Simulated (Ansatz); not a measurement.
# Sn (Fd-3m) in Ansatz: further runs

One crystal, Sn, is run at these levels: PBE, LDA, PBEsol+D4; tasks: single point, relaxation of cell and atoms.

All numbers are computed with Ansatz 0.2.0; they aren't measurements. Logs are shortened: lines on timing, memory, paths and dates and some standing lists are left out, and cuts for length are marked.

## (1) The structure

It takes space group Fd-3m (No. 227, cubic). The conventional cell has a = 6.467 Å, b = 6.467 Å, c = 6.467 Å, α = 90.00°, β = 90.00°, γ = 90.00°. Sn (site symmetry -43m) is surrounded by 4 Sn at 2.80 Å.

This isn't the form of Sn at room conditions, which is tetragonal (white tin).

## (2) Single point, PBE

File input.yaml:

```yaml
crystal:
  lattice:
    - [0.0, 3.2333428, 3.2333428]
    - [3.2333428, 0.0, 3.2333428]
    - [3.2333428, 3.2333428, 0.0]
  atoms:
    - { symbol: Sn, position: [0.75, 0.75, 0.75] }
    - { symbol: Sn, position: [0.5, 0.5, 0.5] }
kpoints:
  mp_grid: { grid: [7, 7, 7] }
scf:
  occupations: { method: gaussian, width: 0.027 }
hamiltonian:
  xc: pbe
  pseudopotentials: { kind: all_electron, lapw: { basis_error: 0.001 } }
output:
  forces: true
  stress: true
  eigenvalues: true
```

Potentials or basis: all-electron LAPW, scalar-relativistic.

Launch:

```bash
> ansatz run input.yaml --threads 1 --pin off --max-ram 3072MiB --backend cpu --events-out ev --progress --plain --runs-dir out
```

The program printed:

```text
Warning: RAYON_NUM_THREADS=1 ignored (pool sized by the plan → 1); use --threads N
LAPW: plane waves up to 8.208 Å⁻¹, error target 1.0e-3 eV per atom; small_component_spin mean_spin; Sn in spheres of 1.400 Å, 22 of its electrons in bands, Dirac shells [] (how accurate: hamiltonian.pseudopotentials.lapw.basis_error, Limitations)
Engine: ansatz 0.2.0, x86_64-unknown-linux-gnu
Pseudopotentials: kind: all_electron
Pseudopotential: Sn, LAPW, valence charge 22, lapw/all_electron/scalar/gaussian/Sn, Koelling and Harmon's equation, gaussian nucleus
Functional definition: PBE
  parameter kappa = 0.804
  parameter beta = 0.06672455060314922
  exchange = pbe_x(kappa = kappa, mu = beta*pi^2/3)
  correlation = pbe_c(beta = beta)
Crystal: 2 atoms, lattice volume = 67.606 Å³
Basis set: ecut = 256.6580284258378 eV, 609 PW (Γ), exchange–correlation at level 2
Bands: 27, of which v1, the nominal top of the filled ones, is band 22 counted from 1 (21 counted from 0)
Symmetry: 48 space group operations
Space group: Fd-3m (ITA 227), of the structure as read, at distance tolerance 4.1e-5 Å
k-points: 20 of 343
Non-local potential: Sn, projectors of the file, none
Initial density: superposition of atomic densities (chi_scale 0.1, normalization cell)
Initial wavefunctions: plane waves of lowest kinetic energy (no species holds an atomic orbital)
Functional: x = pbe(κ = 0.804, μ = 0.2195149727645171), c = pbe(β = 0.06672455060314922)
iter 1 solved again at ethr=7.04e-4 eV; its pass at ethr=1.00e-1 eV (dr2=3.10e-1 eV) is discarded
SCF iter   1: F=—  HF=-336178.833536 eV  |F-HF|=—  |Δ(HF+E_count)|=         —  Δρ=1.87e-2  dr2=3.12e-1  ethr=7.04e-4  ⟨swp⟩=2.8  Hψ=3476  notcnv=0
preconditioner: auto → none  [insulator: Δε(μ)=0.347 eV  Ē_g=20.868 eV  σ=0.027 eV  W_gap=0.77  n_scr=14 (ndim 8)  ℏωp=23.9 eV  f_vac=0.119  D(μ)=0.88/eV (n_scr^D=0)  ε∞_Penn≈2.3]
SCF iter   2: F=—  HF=-336178.789278 eV  |F-HF|=—  |Δ(HF+E_count)|=   4.43e-2  Δρ=8.44e-3  dr2=6.13e-2  ethr=7.04e-4  ⟨swp⟩=2.0  Hψ=1600  notcnv=0
iter 3 solved again at ethr=4.69e-7 eV; its pass at ethr=1.39e-4 eV (dr2=2.06e-4 eV) is discarded
SCF iter   3: F=—  HF=-336178.787299 eV  |F-HF|=—  |Δ(HF+E_count)|=   1.98e-3  Δρ=6.80e-4  dr2=2.08e-4  ethr=4.69e-7  ⟨swp⟩=2.7  Hψ=2745  notcnv=0
SCF iter   4: F=—  HF=-336178.786470 eV  |F-HF|=—  |Δ(HF+E_count)|=         —  Δρ=2.45e-4  dr2=3.55e-5  ethr=4.69e-7  ⟨swp⟩=3.0  Hψ=1553  notcnv=0
the basis was enlarged: its passes take 189.0 KiB over the memory plan, 1 of 1 planned eigensolver slots
SCF iter   5: F=—  HF=-336178.786545 eV  |F-HF|=—  |Δ(HF+E_count)|=   7.49e-5  Δρ=4.25e-5  dr2=1.13e-6  ethr=8.08e-8  ⟨swp⟩=3.0  Hψ=1585  notcnv=0
SCF iter   6: F=-336178.786548 eV  HF=-336178.786548 eV  |F-HF|=6.07e-8  |Δ(HF+E_count)|=   3.50e-6  Δρ=5.08e-6  dr2=2.03e-8  ethr=2.56e-9  ⟨swp⟩=3.0  Hψ=1585  notcnv=0
SCF 1 converged in 6 iterations: F = -336178.786548 eV  dr2 = 2.03e-8
SCF converged after 6 iterations
Free energy (F): -336178.786548 eV
Harris-Foulkes:  -336178.786548 eV  (|F-HF|=6.07e-8)
Internal energy: -336178.786262 eV  (E = F + TS)
E sigma→0 (E₀):  -336178.786405 eV
Entropy (-TS):   -0.000286 eV (-0.143 meV/atom)
Fermi energy:    10.372960 eV
--- Per-component energies (eV) ---
  E_band       = -1553.954070
  E_kinetic    = 353570.871136
  E_xc         = -8996.109259
  E_electrostatic = -680753.548140  (all electrons and nuclei)
  E_smearing   = -0.000286  (= −TS)
  E_closure    = 0.000000  (closes the sum)
  E_atoms      = -336171.220692  (free atoms, spherical and without spin; not in F)
  Σ components = -336178.786548   (vs F -336178.786548, Δ=0.00e0)
  Basis errors (estimates in eV, not in F): energy 4.2e-4 per atom: plane waves 3.9e-4 (2.3e-4 summed), levels above the bands 0.0e0, relativity 2.8e-8, radial functions 3.1e-5, core shells 4.4e-8; eigenvalues (radial functions only) 3.7e-7; not estimated: angular momenta, meshes, grids; target (lapw.basis_error) 1.0e-3; muffin-tin radii Sn 1.400 Å
--- Forces (eV/Å), atoms counted from 1 ---
  atom   1  Sn    -0.00000000     0.00000000    -0.00000000
  atom   2  Sn    -0.00000000    -0.00000000    -0.00000000
  max |Σ_I F_I| component: 1.45e-18 eV/Å
--- Stress (GPa, compression-positive) ---
        3.826852       0.000000      -0.000000
        0.000000       3.826852      -0.000000
       -0.000000      -0.000000       3.826852
  P = ⅓ Tr σ = 3.8269 GPa (38.269 kbar)
--- Band table (eV; the first three rows and the last of 20) ---
  k-point 0: bands = ["-119.1399", "-119.1367", "-74.9293", "-74.9293", "-74.9293", "-74.9145", "-74.9145", "-74.9145", "-11.3714", "-11.3714", "-11.3714", "-11.3106", "-11.3106", "-10.9920", "-10.9920", "-10.9920", "-10.9823", "-10.9823", "-0.3382", "9.7778", "10.4240", "10.4240", "10.4240", "12.4987", "12.4987", "12.4987", "15.3678"]
  k-point 1: bands = ["-119.1398", "-119.1368", "-74.9295", "-74.9295", "-74.9290", "-74.9148", "-74.9143", "-74.9143", "-11.3850", "-11.3850", "-11.3664", "-11.2912", "-11.2912", "-11.0182", "-11.0182", "-10.9983", "-10.9597", "-10.9597", "-0.1393", "7.9124", "10.0667", "10.0667", "10.9584", "12.9556", "12.9556", "13.4224", "16.2918"]
  k-point 2: bands = ["-119.1395", "-119.1371", "-74.9299", "-74.9299", "-74.9283", "-74.9155", "-74.9139", "-74.9139", "-11.4009", "-11.4009", "-11.3550", "-11.2637", "-11.2637", "-11.0420", "-11.0420", "-11.0129", "-10.9423", "-10.9423", "0.4264", "5.8053", "9.5442", "9.5442", "10.6314", "13.4954", "13.4954", "15.4175", "16.5398"]
  k-point 19: bands = ["-119.1385", "-119.1380", "-74.9313", "-74.9310", "-74.9232", "-74.9206", "-74.9128", "-74.9125", "-11.4466", "-11.4335", "-11.2616", "-11.1917", "-11.1728", "-11.1394", "-11.1336", "-11.0790", "-10.9040", "-10.8912", "2.3988", "3.3016", "6.9636", "7.7838", "12.5621", "14.2922", "14.9048", "14.9098", "18.1134"]
```

Run time: 4.4 s. Hardware: 1 thread of Intel Xeon Platinum 8488C (Sapphire Rapids), shared host; peak memory 0.34 GiB.

Results:

- Free energy: -336178.7865 eV
- Pressure: 3.8 GPa
- Band gap on the k mesh: none (metal or under the smearing width)

## (3) Relaxation of cell and atoms, LDA

input.yaml, as its differences from that of step 2:

```diff
@@ -11,5 +11,5 @@
 scf:
-  occupations: { method: gaussian, width: 0.027 }
+  occupations: { method: fermi_dirac, width: 0.05 }
 hamiltonian:
-  xc: pbe
+  xc: lda
   pseudopotentials: { kind: all_electron, lapw: { basis_error: 0.001 } }
@@ -18,2 +18,5 @@
   stress: true
-  eigenvalues: true
+relax:
+  f_tol: 0.02
+  max_steps: 60
+  cell: {}
```

Potentials or basis: all-electron LAPW, scalar-relativistic.

Launch:

```bash
> ansatz run input.yaml --threads 1 --pin off --max-ram 3072MiB --backend cpu --events-out ev --progress --plain --runs-dir out
```

It took 12 s on 1 thread of Intel Xeon Platinum 8488C (Sapphire Rapids), shared host; peak memory 0.34 GiB.

It converged, with:

* Free energy: -335889.7935 eV
* Relaxed volume: 33.93 Å³/atom
* Relaxed cell: a = 4.578 Å, b = 4.578 Å, c = 4.578 Å, α = 60.00°, β = 60.00°, γ = 60.00°
* Space group after relaxing (to 0.05 Å): Fd-3m (No. 227)
* Energy gained by relaxing: 0.1 meV/atom
* Ionic steps: 4
* Pressure after relaxing: 0.0 GPa

Step by step:
```tsv
step	energy change (eV)	largest force (eV/Å)	volume (Å³)
1	0.0000	0.0000	67.61
2	-0.0001	0.0000	68.02
3	-0.0001	0.0000	67.86
4	-0.0001	0.0000	67.86
```

Final structure:
```
CELL_PARAMETERS angstrom
0.00000 3.23745 3.23745
3.23745 0.00000 3.23745
3.23745 3.23745 0.00000
ATOMIC_POSITIONS crystal
Sn 0.75000 0.75000 0.75000
Sn 0.50000 0.50000 0.50000
```

## (4) Relaxation of cell and atoms, PBEsol+D4

input.yaml, as its differences from that of step 3:

```diff
@@ -13,3 +13,4 @@
 hamiltonian:
-  xc: lda
+  xc: pbesol
+  dispersion: d4
   pseudopotentials: { kind: all_electron, lapw: { basis_error: 0.001 } }
@@ -19,3 +20,3 @@
 relax:
-  f_tol: 0.02
+  f_tol: 0.01
   max_steps: 60
```

Launch:

```bash
> ansatz run input.yaml --threads 1 --pin off --max-ram 3072MiB --backend cpu --events-out ev --progress --plain --runs-dir out
```

Run time: 13 s. Hardware: 1 thread of Intel Xeon Platinum 8488C (Sapphire Rapids), shared host; peak memory 0.35 GiB.

The run converged. Its results:

| Quantity | Value |
| --- | --- |
| Free energy | -336030.3801 eV |
| Relaxed volume | 34.30 Å³/atom |
| Relaxed cell | a = 4.595 Å, b = 4.595 Å, c = 4.595 Å, α = 60.00°, β = 60.00°, γ = 60.00° |
| Space group after relaxing (to 0.05 Å) | Fd-3m (No. 227) |
| Energy gained by relaxing | 1.0 meV/atom |
| Ionic steps | 4 |
| Pressure after relaxing | 0.0 GPa |

Step by step:
```tsv
step	energy change (eV)	largest force (eV/Å)	volume (Å³)
1	0.0000	0.0000	67.61
2	-0.0013	0.0000	69.19
3	-0.0020	0.0000	68.60
4	-0.0020	0.0000	68.60
```

Final structure:
```cif
data_structure
_symmetry_space_group_name_H-M 'P 1'
_symmetry_Int_Tables_number 1
_cell_length_a 4.5950
_cell_length_b 4.5950
_cell_length_c 4.5950
_cell_angle_alpha 60.000
_cell_angle_beta 60.000
_cell_angle_gamma 60.000
_cell_volume 68.60
loop_
_atom_site_label
_atom_site_type_symbol
_atom_site_fract_x
_atom_site_fract_y
_atom_site_fract_z
_atom_site_occupancy
Sn1 Sn 0.75000 0.75000 0.75000 1
Sn2 Sn 0.50000 0.50000 0.50000 1
```

## (5) Overview

```csv
task,level,cell,cutoff (eV),smearing,pressure (GPa),relaxed volume (Å³/atom)
single point,PBE,as given,257,gaussian 0.027 eV,3.8,-
relaxation of cell and atoms,LDA,relaxed,-,fermi-dirac 0.05 eV,0.0,33.93
relaxation of cell and atoms,PBEsol+D4,relaxed,-,fermi-dirac 0.05 eV,0.0,34.30
```

Alike in all rows: potentials or basis all-electron LAPW, scalar-relativistic; no spin polarisation; k mesh 7 × 7 × 7; basis error allowed 0.001 eV/atom.

Compare energies only between runs with the same functional and basis.
